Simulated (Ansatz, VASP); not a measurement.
Two plane-wave programs on ZnS

Contents of INCAR:

```
SYSTEM = ZnS
PREC = Accurate
ENCUT = 520
EDIFF = 1E-6
ISMEAR = 0
SIGMA = 0.05
LREAL = .False.
LASPH = .True.
NELM = 100
ALGO = Normal
ISIF = 2
LWAVE = .False.
LCHARG = .False.
GGA = PS
NBANDS = 26
```

The input KPOINTS:

```
regular mesh
0
Gamma
  9 9 6
  0 0 0
```

The input POSCAR:

```
ZnS
1.0
    3.8109987816     -0.0381099878      0.0000000000
   -1.9385036084      3.3194767525      0.0000000000
    0.0000000000      0.0000000000      6.2340000000
Zn S
2 2
Direct
    0.3333333333      0.6666666667      0.0000000000
    0.6666666667      0.3333333333      0.5000000000
    0.3333333333      0.6666666667      0.3850000000
    0.6666666667      0.3333333333      0.8850000000
```

Input for Ansatz:

```yaml
crystal:
  lattice:
    - [3.8109987816, -0.0381099878, 0.0]
    - [-1.9385036084, 3.3194767525, 0.0]
    - [0.0, 0.0, 6.234]
  atoms:
    - { symbol: Zn, position: [0.3333333333, 0.6666666667, 0.0] }
    - { symbol: Zn, position: [0.6666666667, 0.3333333333, 0.5] }
    - { symbol: S, position: [0.3333333333, 0.6666666667, 0.385] }
    - { symbol: S, position: [0.6666666667, 0.3333333333, 0.885] }
basis:
  ecutwfc: 420
kpoints:
  mp_grid: { grid: [9, 9, 6] }
hamiltonian:
  xc: pbesol
scf:
  occupations: { method: gaussian, width: 0.05 }
output:
  forces: true
  stress: true
  eigenvalues: true
```

Change from the starting cell: strain -0.0200 x Voigt [0, 0, 0, 0, 0, 1], atoms carried along.

Alike in both runs: task single point; functional PBEsol; k mesh 9 × 9 × 6; occupations gaussian, width 0.05 eV; no spin polarisation.

|  | VASP | Ansatz |
| --- | --- | --- |
| version | VASP 6.6.1 | Ansatz 0.2.0 |
| potentials or method | VASP PAW PBE potentials, release 64 (Zn, S) | scalar-relativistic, plane waves, PAW |
| plane-wave cutoff (eV) | 520 | 420 |
| valence electrons in the cell | 36 | 36 |

```tsv
	VASP	Ansatz	Ansatz less VASP
gap on the k mesh at the Fermi level (eV)	2.09	2.08	-0.005
least direct gap on the mesh (eV)	2.09	2.08	-0.005
pressure (GPa)	-1.1	-1.3	-0.18
largest component of the traceless stress (GPa)	1.25	1.24	-0.014
rms of the force components (eV/Å)	0.194	0.192	-0.0015
```

Atom by atom the forces differ by 0.002 eV/Å (rms over components). The functional is the same, so the differences come from potentials, cutoffs and numerics.

Caveats: the PAW data sets were made with another functional, which shifts forces and pressure a little (VASP).
